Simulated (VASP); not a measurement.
# GaN (P6_3mc) in VASP: notebook

Runs on GaN. Level: PBE. Tasks: single point.

Program: VASP 6.6.1. These are calculated values, not measurements. Logs are shortened: lines on timing, memory, paths and dates and some standing lists are left out, and cuts for length are marked.

### Step 1. The structure

The structure is hexagonal, space group P6_3mc (No. 186). The conventional cell has a = 3.180 Å, b = 3.180 Å, c = 5.166 Å, α = 90.00°, β = 90.00°, γ = 120.00°. Ga (site symmetry 3m) is surrounded by 4 N at 1.94 to 1.95 Å. N (site symmetry 3m) is surrounded by 4 Ga at 1.94 to 1.95 Å.

### Step 2. Single point, PBE

The input, INCAR:

```
PREC = Accurate
ENCUT = 550
EDIFF = 1E-7
ISMEAR = 0
SIGMA = 0.05
LREAL = F
LASPH = T
NELM = 100
ALGO = Normal
ISIF = 2
LWAVE = F
LCHARG = F
GGA = PE
ADDGRID = F
```

The input, KPOINTS:

```
Automatic mesh
0
Gamma
  8 8 5
```

The input, POSCAR:

```
GaN
1.0
    3.1800000000      0.0000000000      0.0000000000
   -1.5900000000      2.7539607840      0.0000000000
    0.0000000000      0.0000000000      5.1660000000
Ga N
2 2
Direct
    0.6666666667      0.3333333333      0.5000000000
    0.3333333333      0.6666666667      0.0000000000
    0.6666666667      0.3333333333      0.8750000000
    0.3333333333      0.6666666667      0.3750000000
```

Potentials or basis: VASP PAW PBE potentials, release 64 (Ga, N).

Run with:

```bash
cat potpaw_PBE.64/Ga/POTCAR potpaw_PBE.64/N/POTCAR > POTCAR
mpirun -np 1 vasp_std > vasp.out
```

OUTCAR:

```text
PREC = Accurate
   ENCUT = 550
   EDIFF = 1E-7
   ISMEAR = 0
   LREAL = F
   LASPH = T
   NELM = 100
   ISIF = 2
   GGA = PE

 Found     30 irreducible k-points:

 Following reciprocal coordinates:
            Coordinates               Weight
  0.000000  0.000000  0.000000      1.000000
  0.125000  0.000000  0.000000      6.000000
  0.250000  0.000000  0.000000      6.000000
  0.375000 -0.000000  0.000000      6.000000
  0.500000  0.000000  0.000000      3.000000
  0.125000  0.125000  0.000000      6.000000
   k-points           NKPTS =     30   k-points in BZ     NKDIM =     30   number of bands    NBANDS=     12
   number of dos      NEDOS =    301   number of ions     NIONS =      4
   total plane-waves  NPLWV =  23040
   dimension x,y,z NGX =    24 NGY =   24 NGZ =   40
   dimension x,y,z NGXF=    48 NGYF=   48 NGZF=   80
   ions per type =               2   2
   NGX,Y,Z   is equivalent  to a cutoff of  12.55, 12.55, 12.87 a.u.
   NGXF,Y,Z  is equivalent  to a cutoff of  25.09, 25.09, 25.74 a.u.
 SYSTEM =  unknown system
   PREC   = accura    normal or accurate (medium, high low for compatibility)
   ISTART =      0    job   : 0-new  1-cont  2-samecut
   ICHARG =      2    charge: 1-file 2-atom 10-const
   ISPIN  =      1    spin polarized calculation?
   LNONCOLLINEAR =      F non collinear calculations
   LSORBIT =      F    spin-orbit coupling
   LASPH  =      T    aspherical Exc in radial PAW
   ENCUT  =  550.0 eV  40.42 Ry    6.36 a.u.   6.08  6.08  9.88*2*pi/ulx,y,z
   NELM   =    100;   NELMIN=  2; NELMDL= -5     # of ELM steps
   EDIFF  = 0.1E-06   stopping-criterion for ELM
   LREAL  =      F    real-space projection
   EDIFFG = 0.1E-05   stopping-criterion for IOM
   NSW    =      0    number of steps for IOM
   IBRION =     -1    ionic relax: 0-MD 1-quasi-New 2-CG
   NFREE  =      0    steps in history (QN), initial steepest desc. (CG)
   ISIF   =      2    stress and relaxation
   ISYM   =      2    0-nonsym 1-usesym 2-fastsym
   POTIM  = 0.5000    time-step for ionic-motion
   TEBEG  =    0.0;   TEEND  =   0.0 temperature during run
   PSTRESS=    0.0 pullay stress
   NELECT =      16.0000    total number of electrons
   NUPDOWN=      -1.0000    fix difference up-down
   EMIN   =  10.00;   EMAX   =-10.00  energy-range for DOS
   EFERMI =   0.00;   METHOD = LEGACY
   ISMEAR =     0;   SIGMA  =   0.05  broadening in eV -4-tet -1-fermi 0-gaus
   EFERMI_NEDOS =   21; number of points for ismear=-14 and -15
   IALGO  =     38    algorithm
   IMIX   =      4    mixing-type and parameters
     AMIX     =   0.40;   BMIX     =  1.00
     AMIX_MAG =   1.60;   BMIX_MAG =  1.00
  volume/ion in A,a.u.               =      11.31        76.33
  Fermi-wavevector in a.u.,A,eV,Ry     =   1.157715  2.187764 18.235949  1.340304
  Thomas-Fermi vector in A             =   2.294324
   LORBIT       =      0    0 simple, 1 ext, 2 COOP (PROOUT), +10 PAW based schemes
   GGA     = PE    functional components
   LHFCALC =     F    Hartree Fock is set to
   AEXX    =    0.0000 exact exchange contribution
   IVDW    =     0    specifies the selected vdW correction
   LEPSILON=     F    determine dielectric tensor
   LRPA    =     F    only Hartree local field effects (RPA)
 non-spin polarized calculation
 Gauss-broadening in eV      SIGMA  =   0.05
  energy-cutoff  :      550.00
  volume of cell :       45.24
 maximum number of plane-waves:      1344
   NGX = 13   NGY = 13   NGZ = 19

 number of electron      16.0000002 magnetization

 Free energy of the ion-electron system (eV)
  ---------------------------------------------------
  ext. energy  EPLUGINS =         0.00000000
  ---------------------------------------------------
  free energy    TOTEN  =       -24.21917100 eV

  energy without entropy =      -24.21917100  energy(sigma->0) =      -24.21917100

 E-fermi :   3.2863     XC(G=0): -10.9089

 val. band max:        3.0736371488   @ k =   0.0000   0.0000   0.0000
 cond. band min:       5.1287988776   @ k =   0.0000   0.0000   0.0000
 fundamental gap:      2.0551617289
 Fermi energy:         3.2863362060

 k-point     1 :       0.0000    0.0000    0.0000
  band No.  band energies     occupation
      1     -12.9209      2.00000
      2     -10.5058      2.00000
      3      -3.9986      2.00000
      4       2.0251      2.00000
      5       2.0251      2.00000
      6       3.0149      2.00000
      7       3.0736      2.00000
      8       3.0736      2.00000
      9       5.1288      0.00000
     10       7.4922      0.00000
     11      12.3973      0.00000
     12      13.1277      0.00000

 k-point     2 :       0.1250    0.0000    0.0000
  band No.  band energies     occupation
      1     -12.7062      2.00000
      2     -10.3660      2.00000
      3      -3.7775      2.00000
      4       0.9569      2.00000
      5       1.7151      2.00000
      6       1.9043      2.00000
      7       2.8561      2.00000
      8       2.9395      2.00000
      9       6.1689      0.00000
     10       8.3524      0.00000
     11      11.8363      0.00000
     12      12.3472      0.00000
[... 31 lines left out ...]
 k-point     5 :       0.5000    0.0000    0.0000
  band No.  band energies     occupation
      1     -10.6509      2.00000
      2      -9.8058      2.00000
      3      -3.3975      2.00000
      4      -2.1958      2.00000
      5      -1.1611      2.00000
      6       0.3445      2.00000
      7       0.8055      2.00000
      8       2.1025      2.00000
      9       8.2513      0.00000
     10       8.7879      0.00000
     11       9.2321      0.00000
     12      11.8490      0.00000

 k-point     6 :       0.1250    0.1250    0.0000
  band No.  band energies     occupation
      1     -12.2923      2.00000
      2     -10.1225      2.00000
      3      -3.3644      2.00000
      4      -0.2120      2.00000
      5       0.3126      2.00000
      6       1.3488      2.00000
      7       2.5083      2.00000
      8       2.5292      2.00000
      9       7.2709      0.00000
     10       9.4293      0.00000
     11      11.1941      0.00000
     12      11.2244      0.00000

 [... further k-points ...]

------------------------ aborting loop because EDIFF is reached ----------------------------------------

  FORCE on cell =-STRESS in cart. coord.  units (eV):
  Direction    XX          YY          ZZ          XY          YZ          ZX
  --------------------------------------------------------------------------------------
  -------------------------------------------------------------------------------------
  Total        3.6463015      3.6463015      4.2296893      0.0000000      0.0000000      0.0000000
  in kB      129.1290275    129.1290275    149.7889493      0.0000000      0.0000000      0.0000000
  external PRESSURE =     136.0156681 kB  Pullay stress =       0.0000000 kB

 VOLUME and BASIS-vectors are now :
 -----------------------------------------------------------------------------
  energy-cutoff  :      550.00
  volume of cell :       45.24
      direct lattice vectors                 reciprocal lattice vectors
     3.180000000  0.000000000  0.000000000     0.314465409  0.181556688  0.000000000
    -1.590000000  2.753960784  0.000000000     0.000000000  0.363113377  0.000000000
     0.000000000  0.000000000  5.166000000     0.000000000  0.000000000  0.193573364

 POSITION                                       TOTAL-FORCE (eV/Angst)
 -----------------------------------------------------------------------------------
      1.59000      0.91799      2.58300         0.000000     -0.000000     -0.171925
     -0.00000      1.83597      0.00000        -0.000000      0.000000     -0.171925
      1.59000      0.91799      4.52025         0.000000     -0.000000      0.171925
     -0.00000      1.83597      1.93725        -0.000000      0.000000      0.171925
 -----------------------------------------------------------------------------------
    total drift:                               -0.000000      0.000000     -0.000886

  FREE ENERGIE OF THE ION-ELECTRON SYSTEM (eV)
  ---------------------------------------------------
  free  energy   TOTEN  =       -24.2191709996 eV

  energy  without entropy=      -24.2191709996  energy(sigma->0) =      -24.21917100
```

It took 10 s on 1 thread of Intel Xeon 6975P-C (Granite Rapids), shared host; peak memory 0.16 GiB.

The run converged, but some of its settings lie outside the range that counts as converged, so its numbers aren't taken as properties of the crystal.

What came out:

| Property | Result |
| --- | --- |
| Free energy | -24.2192 eV |
| Pressure | 13.6 GPa |
| Largest force | 0.172 eV/Å |
| Band gap on the k mesh | 2.06 eV, direct |

### Step 3. Single point, PBE

INCAR is that of step 2.

KPOINTS is that of step 2.

The input, POSCAR:

```
GaN
1.0
    3.1800000000      0.0000000000      0.0000000000
   -1.5900000000      2.7539607840      0.0000000000
    0.0000000000      0.0000000000      5.1660000000
Ga N
2 2
Direct
    0.6521390000      0.3316270000      0.5245870000
    0.3764220000      0.6884330000      0.0161300000
    0.6603830000      0.3218970000      0.8783140000
    0.3311160000      0.6688000000      0.3826530000
```

Potentials or basis: VASP PAW PBE potentials, release 64 (Ga, N).

Run with:

```bash
cat potpaw_PBE.64/Ga/POTCAR potpaw_PBE.64/N/POTCAR > POTCAR
mpirun -np 1 vasp_std > vasp.out
```

OUTCAR:

```text
PREC = Accurate
   ENCUT = 550
   EDIFF = 1E-7
   ISMEAR = 0
   LREAL = F
   LASPH = T
   NELM = 100
   ISIF = 2
   GGA = PE

 Found    162 irreducible k-points:

 Following reciprocal coordinates:
            Coordinates               Weight
  0.000000  0.000000  0.000000      1.000000
  0.125000  0.000000  0.000000      2.000000
  0.000000  0.125000  0.000000      2.000000
 -0.125000  0.125000  0.000000      2.000000
  0.250000  0.000000  0.000000      2.000000
  0.000000  0.250000  0.000000      2.000000
   k-points           NKPTS =    162   k-points in BZ     NKDIM =    162   number of bands    NBANDS=     12
   number of dos      NEDOS =    301   number of ions     NIONS =      4
   total plane-waves  NPLWV =  23040
   dimension x,y,z NGX =    24 NGY =   24 NGZ =   40
   dimension x,y,z NGXF=    48 NGYF=   48 NGZF=   80
   ions per type =               2   2
   NGX,Y,Z   is equivalent  to a cutoff of  12.55, 12.55, 12.87 a.u.
   NGXF,Y,Z  is equivalent  to a cutoff of  25.09, 25.09, 25.74 a.u.
 SYSTEM =  unknown system
   PREC   = accura    normal or accurate (medium, high low for compatibility)
   ISTART =      0    job   : 0-new  1-cont  2-samecut
   ICHARG =      2    charge: 1-file 2-atom 10-const
   ISPIN  =      1    spin polarized calculation?
   LNONCOLLINEAR =      F non collinear calculations
   LSORBIT =      F    spin-orbit coupling
   LASPH  =      T    aspherical Exc in radial PAW
   ENCUT  =  550.0 eV  40.42 Ry    6.36 a.u.   6.08  6.08  9.88*2*pi/ulx,y,z
   NELM   =    100;   NELMIN=  2; NELMDL= -5     # of ELM steps
   EDIFF  = 0.1E-06   stopping-criterion for ELM
   LREAL  =      F    real-space projection
   EDIFFG = 0.1E-05   stopping-criterion for IOM
   NSW    =      0    number of steps for IOM
   IBRION =     -1    ionic relax: 0-MD 1-quasi-New 2-CG
   NFREE  =      0    steps in history (QN), initial steepest desc. (CG)
   ISIF   =      2    stress and relaxation
   ISYM   =      2    0-nonsym 1-usesym 2-fastsym
   POTIM  = 0.5000    time-step for ionic-motion
   TEBEG  =    0.0;   TEEND  =   0.0 temperature during run
   PSTRESS=    0.0 pullay stress
   NELECT =      16.0000    total number of electrons
   NUPDOWN=      -1.0000    fix difference up-down
   EMIN   =  10.00;   EMAX   =-10.00  energy-range for DOS
   EFERMI =   0.00;   METHOD = LEGACY
   ISMEAR =     0;   SIGMA  =   0.05  broadening in eV -4-tet -1-fermi 0-gaus
   EFERMI_NEDOS =   21; number of points for ismear=-14 and -15
   IALGO  =     38    algorithm
   IMIX   =      4    mixing-type and parameters
     AMIX     =   0.40;   BMIX     =  1.00
     AMIX_MAG =   1.60;   BMIX_MAG =  1.00
  volume/ion in A,a.u.               =      11.31        76.33
  Fermi-wavevector in a.u.,A,eV,Ry     =   1.157715  2.187764 18.235949  1.340304
  Thomas-Fermi vector in A             =   2.294324
   LORBIT       =      0    0 simple, 1 ext, 2 COOP (PROOUT), +10 PAW based schemes
   GGA     = PE    functional components
   LHFCALC =     F    Hartree Fock is set to
   AEXX    =    0.0000 exact exchange contribution
   IVDW    =     0    specifies the selected vdW correction
   LEPSILON=     F    determine dielectric tensor
   LRPA    =     F    only Hartree local field effects (RPA)
 non-spin polarized calculation
 Gauss-broadening in eV      SIGMA  =   0.05
  energy-cutoff  :      550.00
  volume of cell :       45.24
 maximum number of plane-waves:      1344
   NGX = 13   NGY = 13   NGZ = 19

 number of electron      16.0000001 magnetization

 Free energy of the ion-electron system (eV)
  ---------------------------------------------------
  ext. energy  EPLUGINS =         0.00000000
  ---------------------------------------------------
  free energy    TOTEN  =       -23.93991935 eV

  energy without entropy =      -23.93991935  energy(sigma->0) =      -23.93991935

 E-fermi :   3.5012     XC(G=0): -10.9091

 val. band max:        3.2596236761   @ k =   0.0000   0.0000   0.0000
 cond. band min:       5.1060193135   @ k =   0.0000   0.0000   0.0000
 fundamental gap:      1.8463956373
 Fermi energy:         3.5012342729

 k-point     1 :       0.0000    0.0000    0.0000
  band No.  band energies     occupation
      1     -12.9452      2.00000
      2     -10.4517      2.00000
      3      -4.2413      2.00000
      4       1.7184      2.00000
      5       2.2729      2.00000
      6       2.8089      2.00000
      7       3.0951      2.00000
      8       3.2596      2.00000
      9       5.1060      0.00000
     10       7.6322      0.00000
     11      12.2847      0.00000
     12      12.8980      0.00000

 k-point     2 :       0.1250    0.0000    0.0000
  band No.  band energies     occupation
      1     -12.7360      2.00000
      2     -10.3189      2.00000
      3      -4.0227      2.00000
      4       1.1834      2.00000
      5       1.4677      2.00000
      6       2.1034      2.00000
      7       2.6753      2.00000
      8       2.9736      2.00000
      9       6.1758      0.00000
     10       8.4763      0.00000
     11      11.6203      0.00000
     12      12.1516      0.00000

 k-point     3 :       0.0000    0.1250    0.0000
  band No.  band energies     occupation
      1     -12.7308      2.00000
      2     -10.3157      2.00000
      3      -4.0217      2.00000
      4       0.7744      2.00000
      5       1.8553      2.00000
      6       1.9786      2.00000
      7       2.6502      2.00000
      8       3.1098      2.00000
      9       6.1530      0.00000
     10       8.4631      0.00000
     11      11.8333      0.00000
     12      12.3234      0.00000

 k-point     4 :      -0.1250    0.1250    0.0000
  band No.  band energies     occupation
      1     -12.7320      2.00000
      2     -10.3146      2.00000
      3      -4.0224      2.00000
      4       0.7981      2.00000
      5       1.8102      2.00000
      6       1.9945      2.00000
      7       2.6537      2.00000
      8       3.1214      2.00000
      9       6.1654      0.00000
     10       8.4518      0.00000
     11      11.7145      0.00000
     12      12.4179      0.00000

 k-point     5 :       0.2500    0.0000    0.0000
  band No.  band energies     occupation
      1     -12.1454      2.00000
      2      -9.9971      2.00000
      3      -3.4173      2.00000
      4      -0.7629      2.00000
      5       0.4691      2.00000
      6       0.9195      2.00000
      7       2.1710      2.00000
      8       2.6674      2.00000
      9       7.4821      0.00000
     10       9.1920      0.00000
     11      10.2642      0.00000
     12      11.6373      0.00000

 k-point     6 :       0.0000    0.2500    0.0000
  band No.  band energies     occupation
      1     -12.1199      2.00000
      2      -9.9894      2.00000
      3      -3.4222      2.00000
      4      -1.0437      2.00000
      5       0.1989      2.00000
      6       1.2281      2.00000
      7       2.0777      2.00000
      8       2.8087      2.00000
      9       7.4986      0.00000
     10       9.2536      0.00000
     11      10.5664      0.00000
     12      11.7576      0.00000

 [... further k-points ...]

------------------------ aborting loop because EDIFF is reached ----------------------------------------

  FORCE on cell =-STRESS in cart. coord.  units (eV):
  Direction    XX          YY          ZZ          XY          YZ          ZX
  --------------------------------------------------------------------------------------
  -------------------------------------------------------------------------------------
  Total        1.9726483      3.9043464      7.5760448     -1.0487618     -0.6620520     -0.2558953
  in kB       69.8587742    138.2673519    268.2957794    -37.1405367    -23.4457096     -9.0621986
  external PRESSURE =     158.8073018 kB  Pullay stress =       0.0000000 kB

 VOLUME and BASIS-vectors are now :
 -----------------------------------------------------------------------------
  energy-cutoff  :      550.00
  volume of cell :       45.24
      direct lattice vectors                 reciprocal lattice vectors
     3.180000000  0.000000000  0.000000000     0.314465409  0.181556688  0.000000000
    -1.590000000  2.753960784  0.000000000     0.000000000  0.363113377  0.000000000
     0.000000000  0.000000000  5.166000000     0.000000000  0.000000000  0.193573364

 POSITION                                       TOTAL-FORCE (eV/Angst)
 -----------------------------------------------------------------------------------
      1.54652      0.91329      2.71002         0.415749      0.123051     -2.660251
      0.10241      1.89592      0.08333        -0.994573     -1.145631     -0.308238
      1.58820      0.88649      4.53737         0.879117      1.122119      2.035770
     -0.01044      1.84185      1.97679        -0.300292     -0.099539      0.932719
 -----------------------------------------------------------------------------------
    total drift:                                0.000125     -0.000074     -0.000845

  FREE ENERGIE OF THE ION-ELECTRON SYSTEM (eV)
  ---------------------------------------------------
  free  energy   TOTEN  =       -23.9399193528 eV

  energy  without entropy=      -23.9399193528  energy(sigma->0) =      -23.93991935
```

stdout:

```text
POSCAR found type information on POSCAR GaN
 POSCAR found :  2 types and       4 ions
 scaLAPACK will be used
 LDA part: xc-table for (Slater+PW92), standard interpolation
 POSCAR, INCAR and KPOINTS ok, starting setup
 FFT: planning ... GRIDC
 FFT: planning ... GRID_SOFT
 FFT: planning ... GRID
 WAVECAR not read
 entering main loop
```

Wall time 36 s (1 thread of Intel Xeon 6975P-C (Granite Rapids), shared host); peak memory 0.23 GiB.

These settings aren't checked as converged: the numbers below hold their error.

What came out:

```
Free energy            : -23.9399 eV
Pressure               : 15.9 GPa
Largest force          : 2.695 eV/Å
Band gap on the k mesh : 1.85 eV, direct
```

### Step 4. For comparison

An earlier run on the cell as given: functional PBEsol; potentials or basis VASP PAW PBE potentials, release 64 (Ga_d, N); cutoff 520 eV; k mesh 10 × 10 × 5; occupations fermi-dirac, width 0.05 eV; no spin polarisation.

* Pressure: 0.8 GPa
* Largest force: 0.131 eV/Å
* Band gap on the k mesh: 1.93 eV, direct
